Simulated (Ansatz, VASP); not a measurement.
## One calculation of Cd2S, two programs

```
CELL_PARAMETERS angstrom
3.90911 0.00000 0.00000
-1.95456 3.38539 0.00000
0.00000 0.00000 5.73068
ATOMIC_POSITIONS crystal
Cd 0.33333 0.66667 0.93272
Cd 0.66667 0.33333 0.57873
S 0.33333 0.66667 0.36571
```

Change from the starting cell: volume scaled by 0.96.

Alike in both runs: task single point; functional PBE; k mesh 8 × 8 × 5; occupations fermi-dirac, width 0.05 eV; no spin polarisation.

```csv
,VASP,Ansatz
version,VASP 6.6.1,Ansatz 0.2.0
potentials or method,"VASP PAW PBE potentials, release 64 (Cd, S)",Ansatz PAW
plane-wave cutoff (eV),520,420
valence electrons in the cell,30,46
```

|  | VASP | Ansatz | Ansatz less VASP |
| --- | --- | --- | --- |
| gap on the k mesh at the Fermi level (eV) | 0.21 | 0.21 | +0.001 |
| least direct gap on the mesh (eV) | 0.58 | 0.58 | 0.000 |
| pressure (GPa) | 2.1 | 1.8 | -0.31 |
| largest component of the traceless stress (GPa) | 0.72 | 0.62 | -0.095 |
| rms of the force components (eV/Å) | 0.043 | 0.033 | -0.0102 |

Atom by atom the forces differ by 0.011 eV/Å (rms over components). The functional is the same, so the differences come from potentials, cutoffs and numerics. The two sets of potentials don't hold the same shells in valence.

Caveats: an odd mesh through Γ misses points on the zone boundary, where band edges often lie (VASP); odd divisions of the mesh miss points on the zone boundary, where band edges often lie, so the gap on the mesh can be too wide (Ansatz).
